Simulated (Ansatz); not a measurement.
# HgTe: how the settings move a single-point run

Aim: see which settings change the result for HgTe, by how much, and at what cost. The cell is built on a prototype (rocksalt) and needn't be the phase found in nature.

Computed with Ansatz 0.2.0 (reference: DFT, HSE06, plane waves, PAW, unless a step's input says otherwise).

5 further runs of the same task are left out: 5 that didn't finish.

### 1 Starting point

It takes space group Fm-3m (No. 225, cubic). Conventional cell: a = 6.087 Å, b = 6.087 Å, c = 6.087 Å, α = 90.00°, β = 90.00°, γ = 90.00°. Hg (site symmetry m-3m) has 6 Te at 3.04 Å as nearest neighbours. Around Te (site symmetry m-3m) lie 6 Hg at 3.04 Å.

Structure file:

```cif
data_structure
_symmetry_space_group_name_H-M 'P 1'
_symmetry_Int_Tables_number 1
_cell_length_a 4.3041
_cell_length_b 4.3041
_cell_length_c 4.3041
_cell_angle_alpha 60.000
_cell_angle_beta 60.000
_cell_angle_gamma 60.000
_cell_volume 56.38
loop_
_atom_site_label
_atom_site_type_symbol
_atom_site_fract_x
_atom_site_fract_y
_atom_site_fract_z
_atom_site_occupancy
Hg1 Hg 0.00000 0.00000 0.00000 1
Te1 Te 0.50000 0.50000 0.50000 1
```

### 2 The reference run

input.yaml

```yaml
crystal:
  lattice:
    - [0.0, 3.0434522822, 3.0434522822]
    - [3.0434522822, 0.0, 3.0434522822]
    - [3.0434522822, 3.0434522822, 0.0]
  atoms:
    - { symbol: Hg, position: [0.0, 0.0, 0.0] }
    - { symbol: Te, position: [0.5, 0.5, 0.5] }
kpoints:
  mp_grid: { grid: [4, 4, 4] }
hamiltonian:
  xc: hse06
scf:
  occupations: { method: fermi_dirac, width: 0.02 }
  n_extra_bands: 4
output:
  forces: true
  stress: true
  eigenvalues: true
  write_density: true
  write_potential: true
  elf: true
  volumetric_format: npy
```

Command:

```
ansatz run input.yaml --threads 4 --pin off --max-ram 3686MiB --backend cpu --events-out ev --progress --plain --runs-dir out
```

### 3 Variant: xc lc_wpbe

Edit input.yaml of step 2 so:

```diff
@@ -11,3 +11,3 @@
 hamiltonian:
-  xc: hse06
+  xc: lc_wpbe
 scf:
@@ -19,5 +19 @@
   eigenvalues: true
-  write_density: true
-  write_potential: true
-  elf: true
-  volumetric_format: npy
```

### 4 Changing settings: exchange pbe, correlation pbe, coeff 0.1, omega 0.1

Edit input.yaml of step 2 so:

```diff
@@ -11,3 +11,3 @@
 hamiltonian:
-  xc: hse06
+  xc: { exchange: pbe, correlation: pbe, exx: { coeff: 0.1, omega: 0.1 } }
 scf:
@@ -19,5 +19 @@
   eigenvalues: true
-  write_density: true
-  write_potential: true
-  elf: true
-  volumetric_format: npy
```

### 5 Changing settings: exchange pbe, correlation pbe, coeff 0.2, omega 0.2078

Edit input.yaml of step 2 so:

```diff
@@ -11,3 +11,6 @@
 hamiltonian:
-  xc: hse06
+  xc:
+    exchange: pbe
+    correlation: pbe
+    exx: { coeff: 0.2, omega: 0.2078 }
 scf:
@@ -19,5 +22 @@
   eigenvalues: true
-  write_density: true
-  write_potential: true
-  elf: true
-  volumetric_format: npy
```

### 6 Changed: exchange pbe, correlation pbe, coeff 1.0, omega 0.5

Edit input.yaml of step 2 so:

```diff
@@ -11,3 +11,3 @@
 hamiltonian:
-  xc: hse06
+  xc: { exchange: pbe, correlation: pbe, exx: { coeff: 1.0, omega: 0.5 } }
 scf:
@@ -19,5 +19 @@
   eigenvalues: true
-  write_density: true
-  write_potential: true
-  elf: true
-  volumetric_format: npy
```

### 7 Changing settings: ecutrho_ratio 12

Edit input.yaml of step 2 so:

```diff
@@ -15,2 +15,3 @@
   n_extra_bands: 4
+  max_iter: 72
 output:
@@ -19,5 +20,3 @@
   eigenvalues: true
-  write_density: true
-  write_potential: true
-  elf: true
-  volumetric_format: npy
+basis:
+  ecutrho_ratio: 12
```

Q: Predict the outcome of this session. Wanted: for each run, ending; energy change; pressure; gap; force.

The runs gave:

| run | ending | energy change | pressure (GPa) | gap (eV) | force (eV/Å) | cycles | time |
| --- | --- | --- | --- | --- | --- | --- | --- |
| reference | converged | 0 | 1.0 | 0.00 | 0.00 | 17 | 19 s |
| 1: xc lc_wpbe | converged | not comparable | -2.9 | 0.00 | 0.00 | 54 | 33 s |
| 2: exchange pbe, correlation pbe, coeff 0.1, omega 0.1 | converged | not comparable | 1.9 | 0.00 | 0.00 | 19 | 20 s |
| 3: exchange pbe, correlation pbe, coeff 0.2, omega 0.2078 | converged | not comparable | 1.3 | 0.00 | 0.00 | 17 | 22 s |
| 4: exchange pbe, correlation pbe, coeff 1.0, omega 0.5 | converged | not comparable | -0.9 | 0.00 | 0.00 | 23 | 27 s |
| 5: ecutrho_ratio 12 | converged | 0.0 meV/atom | 1.0 | 0.00 | 0.00 | 17 | 24 s |

Times don't compare one to one where runs were asked for different outputs or read a saved state (see the inputs); cycles may leave out searches for a lower state.

Residual by cycle in the longest SCF loop of each run; runs are numbered as in the table. The quantity is the density residual dr2, in eV.

```
cycle  reference   run 1    run 2    run 3    run 4    run 5
    1      0.026  2.9e-5   0.0217   0.0244   0.0735    0.026
    2    0.00348  2.9e-5  0.00231  0.00305    0.014  0.00348
    3     2.3e-4  2.9e-5   2.1e-4   2.3e-4   3.6e-4   2.3e-4
    4     5.4e-6  3.2e-6   1.3e-5   7.6e-6   4.0e-5   5.4e-6
    5     3.4e-7  1.3e-6   5.9e-7   4.1e-7   4.1e-6   3.4e-7
    6     2.8e-8  1.3e-6   3.2e-8   3.2e-8   9.5e-7   2.7e-8
    7     1.5e-8  3.1e-7   3.9e-9   1.0e-8   7.8e-8   1.5e-8
    8     2.4e-9  1.3e-7  3.5e-10   1.4e-9   1.2e-9   2.3e-9
    9    5.6e-11  1.3e-7        -  2.2e-11  4.5e-11  5.5e-11
   10          -  3.8e-8        -        -        -        -
   11          -  3.9e-9        -        -        -        -
```

**Reading.** «ecutrho_ratio 12» leaves the energy as it was.
